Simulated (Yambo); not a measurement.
# SiC (Moissanite 3C) (F-43m) in Yambo: convergence with bands in self energy

Aim: find how far bands in self energy must go before the results for SiC (Moissanite 3C) settle, at LDA. This setting moves, with any that are tied to it; all else stays.

Everything below comes from runs of Yambo 5.3.0. Logs are shortened: lines on timing, memory, paths and dates and some standing lists are left out, and cuts for length are marked.

**1. The crystal as given**

The structure is cubic, space group F-43m (No. 216). The conventional cell has a = 4.358 Å, b = 4.358 Å, c = 4.358 Å, α = 90.00°, β = 90.00°, γ = 90.00°. Si (site symmetry -43m) has 4 C at 1.89 Å as nearest neighbours. Around C (site symmetry -43m) lie 4 Si at 1.89 Å.

**2. With bands in self energy 24**

g0w03.in reads:

```
gw0
dyson
el_el_corr
rim_cut
HF_and_locXC
ppa
em1d
RandQpts= 1000000
RandGvec= 50 RL
EXXRLvcs= 82 Ry
VXCRLvcs= 82 Ry
Chimod= "HARTREE"
% BndsRnXp
 1 | 154 |
%
NGsBlkXp= 12 Ry
% LongDrXp
 1 | 1 | 1 |
%
PPAPntXp= 27.21138 eV
% GbndRnge
 1 | 24 |
%
GTermKind= "none"
DysSolver= "n"
ExtendOut
% QPkrange
 1 | 1 | 2 | 5 |
 13 | 13 | 2 | 5 |
%
```

scf.in reads:

```
&CONTROL
  calculation = 'scf'
  prefix = 'pwscf'
  outdir = './tmp'
  pseudo_dir = './pseudo'
/
&SYSTEM
  ibrav = 0
  nat = 2
  ntyp = 2
  ecutwfc = 82
  nbnd = 9
  occupations = 'smearing'
  smearing = 'fd'
  degauss = 0.00367493
  force_symmorphic = .true.
/
&ELECTRONS
  conv_thr = 4d-10
  electron_maxstep = 120
  mixing_beta = 0.5
/
ATOMIC_SPECIES
Si    28.0850 Si.upf
C     12.0110 C.upf
CELL_PARAMETERS angstrom
   0.0000000000    2.1790000000    2.1790000000
   2.1790000000    0.0000000000    2.1790000000
   2.1790000000    2.1790000000    0.0000000000
ATOMIC_POSITIONS crystal
Si     0.0000000000    0.0000000000    0.0000000000
C      0.7500000000    0.7500000000    0.7500000000
K_POINTS automatic
10 10 10 0 0 0
```

nscf.in reads:

```
&CONTROL
  calculation = 'nscf'
  prefix = 'pwscf'
  outdir = './tmp'
  pseudo_dir = './pseudo'
/
&SYSTEM
  ibrav = 0
  nat = 2
  ntyp = 2
  ecutwfc = 82
  nbnd = 154
  occupations = 'fixed'
  force_symmorphic = .true.
/
&ELECTRONS
  conv_thr = 1d-08
  diago_full_acc = .true.
  diago_thr_init = 1d-06
/
ATOMIC_SPECIES
Si    28.0850 Si.upf
C     12.0110 C.upf
CELL_PARAMETERS angstrom
   0.0000000000    2.1790000000    2.1790000000
   2.1790000000    0.0000000000    2.1790000000
   2.1790000000    2.1790000000    0.0000000000
ATOMIC_POSITIONS crystal
Si     0.0000000000    0.0000000000    0.0000000000
C      0.7500000000    0.7500000000    0.7500000000
K_POINTS automatic
6 6 6 0 0 0
```

Potentials or basis: PseudoDojo 0.4.1 SR LDA standard.

Command:

```sh
> OMP_NUM_THREADS=1 pw.x -in scf.in > scf.out
> OMP_NUM_THREADS=1 pw.x -in nscf.in > nscf.out
> cd tmp/pwscf.save; p2y; mv SAVE ../..; cd ../..
> OMP_NUM_THREADS=1 yambo
> mkdir -p g0w03; ln -s $PWD/g0w00/ndb.pp* g0w03/
> mkdir -p g0w03; ln -s $PWD/g0w00/ndb.RIM g0w03/
> OMP_NUM_THREADS=1 yambo -F g0w03.in -J g0w03 -C g0w03_out
```

Yambo's report:

```text
[... sections 02.01 to 02.04 as in the set-up run ...]

  [02.05] Energies & Occupations
  ==============================

  [X] === General ===
  [X] Electronic Temperature                        :  0.000000  0.000000 [eV K]
  [X] Bosonic    Temperature                        :  0.000000  0.000000 [eV K]
  [X] Finite Temperature mode                       : no
  [X] El. density                                   :  0.38662E+24 [cm-3]
  [X] Fermi Level                                   :  9.252293 [eV]

  [X] === Gaps and Widths ===
  [X] Conduction Band Min                           :  1.328868 [eV]
  [X] Valence Band Max                              :  0.000000 [eV]
  [X] Filled Bands                                  :   4
  [X] Empty Bands                                   :    5  154
  [X] Direct Gap                                    :  4.526729 [eV]
  [X] Direct Gap localized at k                     :  13
  [X] Indirect Gap                                  :  1.328868 [eV]
  [X] Indirect Gap between kpts                     :   1  13
  [X] Last valence band width                       :  4.403431 [eV]
  [X] 1st conduction band width                     :  5.603288 [eV]

 [03] Transferred momenta grid and indexing
 ==========================================

 IBZ Q-points                                      :  16
 BZ  Q-points                                      :  216

 K/Q-points units:
 rlu = crystal or reduced units; cc = cartesian coordinates; iku = interal k-units

 Q [ 1]         [rlu]:  0.000000  0.000000  0.000000
[... 193 lines left out ...]

  - lXC: Local XC (Slater exchange(X)+Perdew & Wang(C))
  -nlXC: non-Local XC (Hartree-Fock)

  QP [eV] @ K [1] (iku):  0.000000  0.000000  0.000000
   B=2 Eo= -0.00 E= -0.16 E-Eo= -0.16 Re(Z)=0.80 Im(Z)=-0.112950E-2 nlXC= -17.4578 lXC= -14.8251 So=  2.43356
   B=3 Eo= -0.00 E= -0.16 E-Eo= -0.16 Re(Z)=0.80 Im(Z)=-0.112949E-2 nlXC= -17.4578 lXC= -14.8251 So=  2.43341
   B=4 Eo=  0.00 E= -0.16 E-Eo= -0.16 Re(Z)=0.80 Im(Z)=-0.112950E-2 nlXC= -17.4578 lXC= -14.8251 So=  2.43389
   B=5 Eo=  6.29 E=  7.04 E-Eo=  0.75 Re(Z)=0.79 Im(Z)=-0.121804E-2 nlXC= -7.60204 lXC= -13.2658 So= -4.71929

  QP [eV] @ K [13] (iku): -0.500000  0.000000  0.000000
   B=2 Eo= -7.82 E= -8.58 E-Eo= -0.75 Re(Z)=0.72 Im(Z)=  0.05798 nlXC=-18.14066 lXC=-12.55488 So=  4.53635
   B=3 Eo= -3.20 E= -3.74 E-Eo= -0.54 Re(Z)=0.79 Im(Z)=-0.126510E-2 nlXC= -17.3410 lXC= -13.5221 So=  3.12856
   B=4 Eo= -3.20 E= -3.74 E-Eo= -0.54 Re(Z)=0.79 Im(Z)=-0.126469E-2 nlXC= -17.3410 lXC= -13.5221 So=  3.12837
   B=5 Eo=  1.33 E=  1.87 E-Eo=  0.55 Re(Z)=0.82 Im(Z)=-0.102688E-2 nlXC= -6.46861 lXC= -10.6890 So= -3.55805

  [WR./g0w03//ndb.QP]-------------------------------------------------------------
   Lattice constants                                :  4.117713  4.117713  4.117713
   Coulomb cutoff potential                         : none
   Electronic Temperature                           :  0.000000 [K]
   Bosonic    Temperature                           :  0.000000 [K]
   Green`s function   energies                      : Slater exchange(X)+Perdew & Wang(C)
   wavefunctions                                    : Slater exchange(X)+Perdew & Wang(C)
   PPA    diel. fun.  energies                      : Slater exchange(X)+Perdew & Wang(C)
   wavefunctions                                    : Slater exchange(X)+Perdew & Wang(C)
   QP tot states                                    :   8
   GW solver                                        : Newton
   GW approximation                                 : PPA
   PPA imaginary Energy                             :  27.21138 ev
   RIM G`s                                          :   51
   RIM random pts                                   :  1000000
   dS/dw steps                                      :  2
   dS/dw step                                       :  0.100000 ev
   X G`s                                            :  137 used
   X G`s                                            :  137 disk
   X bands                                          :    1  154
   X poles                                          :  100.0000 o/o
   X e/h E range                                    : -1.000000 -1.000000 ev
   X Hxc Kernel                                     : HARTREE
   X BZ energy Double Grid                          : no
   X Optical Averaged directions                    : none
   Sc/G bands                                       :   1  24
   Sc/G damping                                     :  0.100000 ev
   Sc bands terminator                              : no
   Sx RL components                                 :  1837

   QP @ state[ 1 ] K range                          :  1  1
   QP @ state[ 1 ] b range                          :   2   5
   QP @ state[ 2 ] K range                          :  13  13
   QP @ state[ 2 ] b range                          :   2   5
   GF energies kind                                 : Slater exchange(X)+Perdew & Wang(C)
   GF WF`s kind                                     : Slater exchange(X)+Perdew & Wang(C)
   Xs energies kind                                 : Slater exchange(X)+Perdew & Wang(C)
   Xs WF`s kind                                     : Slater exchange(X)+Perdew & Wang(C)
```

Results:

| Item | Value |
| --- | --- |
| Band gap on the k mesh, mean-field level | 1.33 eV, indirect (least direct gap 4.53 eV) |
| Quasiparticle gap | 2.03 eV |
| Least direct quasiparticle gap | 5.62 eV |
| Quasiparticle gap at Γ | 7.20 eV |
| Band gap of the same states before the correction | 1.33 eV |

**3. With bands in self energy 44**

g0w04.in reads:

```
gw0
dyson
el_el_corr
rim_cut
HF_and_locXC
ppa
em1d
RandQpts= 1000000
RandGvec= 50 RL
EXXRLvcs= 82 Ry
VXCRLvcs= 82 Ry
Chimod= "HARTREE"
% BndsRnXp
 1 | 154 |
%
NGsBlkXp= 12 Ry
% LongDrXp
 1 | 1 | 1 |
%
PPAPntXp= 27.21138 eV
% GbndRnge
 1 | 44 |
%
GTermKind= "none"
DysSolver= "n"
ExtendOut
% QPkrange
 1 | 1 | 2 | 5 |
 13 | 13 | 2 | 5 |
%
```

scf.in is that of step 2.

nscf.in is that of step 2.

Potentials or basis: PseudoDojo 0.4.1 SR LDA standard.

Command:

```sh
> OMP_NUM_THREADS=1 pw.x -in scf.in > scf.out
> OMP_NUM_THREADS=1 pw.x -in nscf.in > nscf.out
> cd tmp/pwscf.save; p2y; mv SAVE ../..; cd ../..
> OMP_NUM_THREADS=1 yambo
> mkdir -p g0w04; ln -s $PWD/g0w00/ndb.pp* g0w04/
> mkdir -p g0w04; ln -s $PWD/g0w00/ndb.RIM g0w04/
> OMP_NUM_THREADS=1 yambo -F g0w04.in -J g0w04 -C g0w04_out
```

It converged, with:

```yaml
Band_gap_on_the_k_mesh_mean-field_level: 1.33 eV, indirect (least direct gap 4.53 eV)
Quasiparticle_gap: 2.15 eV
Least_direct_quasiparticle_gap: 5.66 eV
Quasiparticle_gap_at_Γ: 7.23 eV
Band_gap_of_the_same_states_before_the_correction: 1.33 eV
```

**4. With bands in self energy 84**

g0w05.in reads:

```
gw0
dyson
el_el_corr
rim_cut
HF_and_locXC
ppa
em1d
RandQpts= 1000000
RandGvec= 50 RL
EXXRLvcs= 82 Ry
VXCRLvcs= 82 Ry
Chimod= "HARTREE"
% BndsRnXp
 1 | 154 |
%
NGsBlkXp= 12 Ry
% LongDrXp
 1 | 1 | 1 |
%
PPAPntXp= 27.21138 eV
% GbndRnge
 1 | 84 |
%
GTermKind= "none"
DysSolver= "n"
ExtendOut
% QPkrange
 1 | 1 | 2 | 5 |
 13 | 13 | 2 | 5 |
%
```

scf.in is that of step 3.

nscf.in is that of step 3.

Command:

```sh
> OMP_NUM_THREADS=1 pw.x -in scf.in > scf.out
> OMP_NUM_THREADS=1 pw.x -in nscf.in > nscf.out
> cd tmp/pwscf.save; p2y; mv SAVE ../..; cd ../..
> OMP_NUM_THREADS=1 yambo
> mkdir -p g0w05; ln -s $PWD/g0w00/ndb.pp* g0w05/
> mkdir -p g0w05; ln -s $PWD/g0w00/ndb.RIM g0w05/
> OMP_NUM_THREADS=1 yambo -F g0w05.in -J g0w05 -C g0w05_out
```

It converged, with:

```
Band gap on the k mesh, mean-field level          : 1.33 eV, indirect (least direct gap 4.53 eV)
Quasiparticle gap                                 : 2.23 eV
Least direct quasiparticle gap                    : 5.70 eV
Quasiparticle gap at Γ                            : 7.26 eV
Band gap of the same states before the correction : 1.33 eV
```

**5. With bands in self energy 154**

g0w01.in reads:

```
gw0
dyson
el_el_corr
rim_cut
HF_and_locXC
ppa
em1d
RandQpts= 1000000
RandGvec= 50 RL
EXXRLvcs= 82 Ry
VXCRLvcs= 82 Ry
Chimod= "HARTREE"
% BndsRnXp
 1 | 154 |
%
NGsBlkXp= 12 Ry
% LongDrXp
 1 | 1 | 1 |
%
PPAPntXp= 27.21138 eV
% GbndRnge
 1 | 154 |
%
GTermKind= "none"
DysSolver= "n"
ExtendOut
% QPkrange
 1 | 1 | 2 | 5 |
 13 | 13 | 2 | 5 |
%
```

scf.in is that of step 4.

nscf.in is that of step 4.

Command:

```sh
> OMP_NUM_THREADS=1 pw.x -in scf.in > scf.out
> OMP_NUM_THREADS=1 pw.x -in nscf.in > nscf.out
> cd tmp/pwscf.save; p2y; mv SAVE ../..; cd ../..
> OMP_NUM_THREADS=1 yambo
> mkdir -p g0w01; ln -s $PWD/g0w00/ndb.pp* g0w01/
> mkdir -p g0w01; ln -s $PWD/g0w00/ndb.RIM g0w01/
> OMP_NUM_THREADS=1 yambo -F g0w01.in -J g0w01 -C g0w01_out
```

It converged, with:

- Band gap on the k mesh, mean-field level: 1.33 eV, indirect (least direct gap 4.53 eV)
- Quasiparticle gap: 2.27 eV
- Least direct quasiparticle gap: 5.71 eV
- Quasiparticle gap at Γ: 7.28 eV
- Band gap of the same states before the correction: 1.33 eV

**6. Summary**

| bands in self energy | quasiparticle gap at the points computed (eV) |
| --- | --- |
| 24 | 2.034 |
| 44 | 2.149 |
| 84 | 2.232 |
| 154 | 2.267 |

Against the tightest run, the quasiparticle gap at the points computed stays within 0.05 eV from 84 on. The tightest run that finished is the yardstick and may itself not be fully converged.

Caveats: this version prints the column dSc/dw multiplied by 27.2.
